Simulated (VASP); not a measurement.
# Cd (Im-3m) in VASP: notebook

One crystal, Cd, is run at these levels: PBE; tasks: relaxation of cell and atoms.

Program: VASP 6.6.1. These are calculated values, not measurements. Logs are shortened: lines on timing, memory, paths and dates and some standing lists are left out, and cuts for length are marked.

## Step 1: The crystal as given

It takes space group Im-3m (No. 229, cubic). Conventional cell: a = 3.569 Å, b = 3.569 Å, c = 3.569 Å, α = 90.00°, β = 90.00°, γ = 90.00°. Cd (site symmetry m-3m) is surrounded by 8 Cd at 3.09 Å.

This isn't the form of Cd at room conditions, which is hcp.

## Step 2: Relaxation of cell and atoms, PBE, target pressure 2 GPa, at which the enthalpy is minimised

File INCAR:

```
SYSTEM = Cd
  PREC = Accurate
  ENCUT = 600
  EDIFF = 1E-6
  ISMEAR = -1
  SIGMA = 0.05
  LREAL = .FALSE.
  LASPH = .TRUE.
  NELM = 100
  ALGO = Normal
  ISIF = 3
  LWAVE = .FALSE.
  LCHARG = .FALSE.
  GGA = PE
  IBRION = 2
  NSW = 40
  EDIFFG = -0.02
  PSTRESS = 20
```

File KPOINTS:

```
regular mesh
0
G
  10 10 10
  0 0 0
```

File POSCAR:

```
Cd
1.0
   -1.7843220000      1.7843220000      1.7843220000
    1.7843220000     -1.7843220000      1.7843220000
    1.7843220000      1.7843220000     -1.7843220000
Cd
1
Direct
    0.0000000000      0.0000000000      0.0000000000
```

Potentials or basis: VASP PAW PBE potentials, release 64 (Cd).

On the command line:

```
> cat potpaw_PBE.64/Cd/POTCAR > POTCAR
> mpirun -np 1 vasp_std > vasp.out
```

OUTCAR:

```text
SYSTEM = Cd
   PREC = Accurate
   ENCUT = 600
   EDIFF = 1E-6
   ISMEAR = -1
   LREAL = .FALSE.
   LASPH = .TRUE.
   NELM = 100
   ISIF = 3
   GGA = PE
   IBRION = 2
   NSW = 40
   EDIFFG = -0.02
   PSTRESS = 20

 ion  position               nearest neighbor table
   1  0.000  0.000  0.000-

  LATTYP: Found a body centered cubic cell.
 ALAT       =     3.5686440000

  Lattice vectors:

 A1 = (  -1.7843220000,   1.7843220000,   1.7843220000)
 A2 = (   1.7843220000,  -1.7843220000,   1.7843220000)
 A3 = (   1.7843220000,   1.7843220000,  -1.7843220000)

Analysis of symmetry for initial positions (statically):
=====================================================================
 Subroutine PRICEL returns:
 Original cell was already a primitive cell.

 Routine SETGRP: Setting up the symmetry group for a
 body centered cubic supercell.

 Subroutine GETGRP returns: Found 48 space group operations
 (whereof 48 operations were pure point group operations)
 out of a pool of 48 trial point group operations.

The static configuration has the point symmetry O_h .

Analysis of symmetry for dynamics (positions and initial velocities):
=====================================================================
 Subroutine PRICEL returns:
 Original cell was already a primitive cell.

 Routine SETGRP: Setting up the symmetry group for a
 body centered cubic supercell.

 Subroutine GETGRP returns: Found 48 space group operations
 (whereof 48 operations were pure point group operations)
 out of a pool of 48 trial point group operations.

The dynamic configuration has the point symmetry O_h .

 Subroutine INISYM returns: Found 48 space group operations
 (whereof 48 operations are pure point group operations),
 and found     1 'primitive' translations

----------------------------------------------------------------------------------------

                                     Primitive cell

  volume of cell :      22.7237

  direct lattice vectors                    reciprocal lattice vectors
    -1.784322000  1.784322000  1.784322000     0.000000000  0.280218481  0.280218481
     1.784322000 -1.784322000  1.784322000     0.280218481  0.000000000  0.280218481
     1.784322000  1.784322000 -1.784322000     0.280218481  0.280218481  0.000000000

[... 145 lines left out ...]
  energy-cutoff  :      600.00
  volume of cell :       22.72
      direct lattice vectors                 reciprocal lattice vectors
    -1.784322000  1.784322000  1.784322000     0.000000000  0.280218481  0.280218481
     1.784322000 -1.784322000  1.784322000     0.280218481  0.000000000  0.280218481
     1.784322000  1.784322000 -1.784322000     0.280218481  0.280218481  0.000000000

 POSITION                                       TOTAL-FORCE (eV/Angst)
 -----------------------------------------------------------------------------------
      0.00000      0.00000      0.00000        -0.000000      0.000000      0.000000
 -----------------------------------------------------------------------------------
    total drift:                               -0.000000     -0.000000     -0.000000

  FREE ENERGIE OF THE ION-ELECTRON SYSTEM (eV)
  ---------------------------------------------------
  free  energy   TOTEN  =        -0.6933177223 eV

  energy  without entropy=       -0.6873967037  energy(sigma->0) =       -0.69035721

  enthalpy is  TOTEN    =        -0.4096570713 eV   P V=        0.2836606510

--------------------------------------- Ionic step        2  -------------------------------------------

 number of electron      11.9999998 magnetization

 Free energy of the ion-electron system (eV)
  ---------------------------------------------------
  ext. energy  EPLUGINS =         0.00000000
  ---------------------------------------------------
  free energy    TOTEN  =        -0.69001185 eV

  energy without entropy =       -0.68423873  energy(sigma->0) =       -0.68712529

 E-fermi :   2.8673     XC(G=0): -10.8537

 val. band max:        2.8629295153   @ k =  -0.4000   0.4000   0.4000
 cond. band min:       2.9492820320   @ k =   0.4000   0.1000  -0.0000
 fundamental gap:      0.0863525167
 Fermi energy:         2.8672663333

 k-point     1 :       0.0000    0.0000    0.0000
  band No.  band energies     occupation
      1      -6.4908      2.00000
      2      -6.4908      2.00000
      3      -6.4908      2.00000
      4      -5.9383      2.00000
      5      -5.8728      2.00000
      6      -5.8728      2.00000
      7      18.1366      0.00000
      8      18.1366      0.00000
      9      18.1366      0.00000
     10      18.7784      0.00000
[... 287 lines left out ...]
 k-point    24 :      -0.3000    0.3000    0.1000
  band No.  band energies     occupation
      1      -6.6078      2.00000
      2      -6.6003      2.00000
      3      -6.0694      2.00000
      4      -5.9245      2.00000
      5      -5.8545      2.00000
      6      -3.0367      2.00000
      7       7.9414      0.00000
      8      12.3274      0.00000
      9      13.0904      0.00000
     10      17.2418      0.00000

 [... further k-points ...]

------------------------ aborting loop because EDIFF is reached ----------------------------------------

  FORCE on cell =-STRESS in cart. coord.  units (eV):
  Direction    XX          YY          ZZ          XY          YZ          ZX
  --------------------------------------------------------------------------------------
  -------------------------------------------------------------------------------------
  Total        0.2653026      0.2653026      0.2653026      0.0000000      0.0000000     -0.0000000
  in kB       18.9836983     18.9836983     18.9836983      0.0000000      0.0000000     -0.0000000
  external PRESSURE =      -1.0163017 kB  Pullay stress =      20.0000000 kB

 VOLUME and BASIS-vectors are now :
 -----------------------------------------------------------------------------
  energy-cutoff  :      600.00
  volume of cell :       22.39
      direct lattice vectors                 reciprocal lattice vectors
    -1.775567009  1.775567009  1.775567009     0.000000000  0.281600186  0.281600186
     1.775567009 -1.775567009  1.775567009     0.281600186  0.000000000  0.281600186
     1.775567009  1.775567009 -1.775567009     0.281600186  0.281600186  0.000000000

 POSITION                                       TOTAL-FORCE (eV/Angst)
 -----------------------------------------------------------------------------------
      1.77557      1.77557     -1.77557         0.000000     -0.000000      0.000000
 -----------------------------------------------------------------------------------
    total drift:                                0.000000      0.000000     -0.000000

  FREE ENERGIE OF THE ION-ELECTRON SYSTEM (eV)
  ---------------------------------------------------
  free  energy   TOTEN  =        -0.6900118481 eV

  energy  without entropy=       -0.6842387305  energy(sigma->0) =       -0.68712529

  enthalpy is  TOTEN    =        -0.4105061890 eV   P V=        0.2795056591

 reached required accuracy - stopping structural energy minimisation
```

CONTCAR:

```text
Cd
   1.00000000000000
    -1.7755670087446394    1.7755670087446394    1.7755670087446394
     1.7755670087446394   -1.7755670087446394    1.7755670087446394
     1.7755670087446394    1.7755670087446394   -1.7755670087446394
  Cd
     1
Direct
     0.0000000000000000    0.0000000000000000    1.0000000000000000

  0.00000000E+00  0.00000000E+00  0.00000000E+00
```

Run time: 17 s. Hardware: 1 thread of Intel Xeon Platinum 8259CL at 2.50GHz (Skylake/Cascade Lake), shared host; peak memory 0.16 GiB.

What came out:

- Free energy: -0.6900 eV
- Relaxed volume: 22.39 Å³/atom
- Relaxed cell: a = 3.075 Å, b = 3.075 Å, c = 3.075 Å, α = 109.47°, β = 109.47°, γ = 109.47°
- Space group after relaxing (to 0.05 Å): Im-3m (No. 229)
- Energy change on relaxing (the enthalpy is what falls): +3.3 meV/atom
- Ionic steps: 2
- Pressure after relaxing: 1.9 GPa
- Band gap on the k mesh: none (metal or under the smearing width)

The path:
| step | energy change (eV) | largest force (eV/Å) | pressure (GPa) | volume (Å³) |
| --- | --- | --- | --- | --- |
| 1 | 0.0000 | 0.0000 | 1.28 | 22.72 |
| 2 | 0.0033 | 0.0000 | 1.90 | 22.39 |

Final structure:
```
Cd
1.0
    -1.77557    1.77557    1.77557
     1.77557   -1.77557    1.77557
     1.77557    1.77557   -1.77557
Cd
1
Direct
  0.00000 0.00000 0.00000
```

Levels at points of the mesh, in eV from the Fermi level:
```csv
k point,band 4,band 5,band 6,band 7,band 8,band 9
"(0.00, 0.00, 0.00)",-8.81,-8.74,-8.74,15.27,15.27,15.27
"(0.50, 0.00, 0.00)",-8.72,-8.32,-2.19,-1.09,9.12,9.81
"(0.50, 0.50, 0.50)",-8.42,-8.42,3.28,3.28,3.28,5.47
```

Caveat: the cell is relaxed towards a set pressure, so the enthalpy falls and the energy may rise.

## Step 3: Relaxation of cell and atoms, PBE, target pressure 5 GPa, at which the enthalpy is minimised

Edit INCAR of step 2 so:

```diff
@@ -17,2 +17,2 @@
   EDIFFG = -0.02
-  PSTRESS = 20
+  PSTRESS = 50
```

KPOINTS is that of step 2.

POSCAR is that of step 2.

Potentials or basis: VASP PAW PBE potentials, release 64 (Cd).

On the command line:

```
> cat potpaw_PBE.64/Cd/POTCAR > POTCAR
> mpirun -np 1 vasp_std > vasp.out
```

Run time: 25 s. Hardware: 1 thread of Intel Xeon Platinum 8259CL at 2.50GHz (Skylake/Cascade Lake), shared host; peak memory 0.16 GiB.

Results (log left out):

```
Free energy                                            : -0.6645 eV
Relaxed volume                                         : 21.16 Å³/atom
Relaxed cell                                           : a = 3.018 Å, b = 3.018 Å, c = 3.018 Å, α = 109.47°, β = 109.47°, γ = 109.47°
Space group after relaxing (to 0.05 Å)                 : Im-3m (No. 229)
Energy change on relaxing (the enthalpy is what falls) : +28.8 meV/atom
Ionic steps                                            : 3
Pressure after relaxing                                : 5.0 GPa
Band gap on the k mesh                                 : none (metal or under the smearing width)
```

Step by step:
| step | energy change (eV) | largest force (eV/Å) | pressure (GPa) | volume (Å³) |
| --- | --- | --- | --- | --- |
| 1 | 0.0000 | 0.0000 | 1.28 | 22.72 |
| 2 | 0.0330 | 0.0000 | 5.42 | 21.03 |
| 3 | 0.0288 | 0.0000 | 5.00 | 21.16 |

Final structure:
```cif
data_structure
_symmetry_space_group_name_H-M 'P 1'
_symmetry_Int_Tables_number 1
_cell_length_a 3.0181
_cell_length_b 3.0181
_cell_length_c 3.0181
_cell_angle_alpha 109.471
_cell_angle_beta 109.471
_cell_angle_gamma 109.471
_cell_volume 21.16
loop_
_atom_site_label
_atom_site_type_symbol
_atom_site_fract_x
_atom_site_fract_y
_atom_site_fract_z
_atom_site_occupancy
Cd1 Cd 0.00000 0.00000 0.00000 1
```

Levels at points of the mesh, in eV from the Fermi level:
| k point | band 3 | band 4 | band 5 | band 6 | band 7 | band 8 | band 9 | band 10 |
| --- | --- | --- | --- | --- | --- | --- | --- | --- |
| (0.00, 0.00, 0.00) | -9.58 | -9.28 | -8.89 | -8.89 | 15.48 | 15.48 | 15.48 | 16.68 |
| (0.50, 0.00, 0.00) | -8.92 | -8.86 | -8.41 | -2.46 | -1.04 | 9.44 | 10.00 | 13.79 |
| (0.50, 0.50, 0.50) | -8.53 | -8.53 | -8.53 | 3.28 | 3.28 | 3.28 | 5.97 | 8.02 |

Caveat: the cell is relaxed towards a set pressure, so the enthalpy falls and the energy may rise.
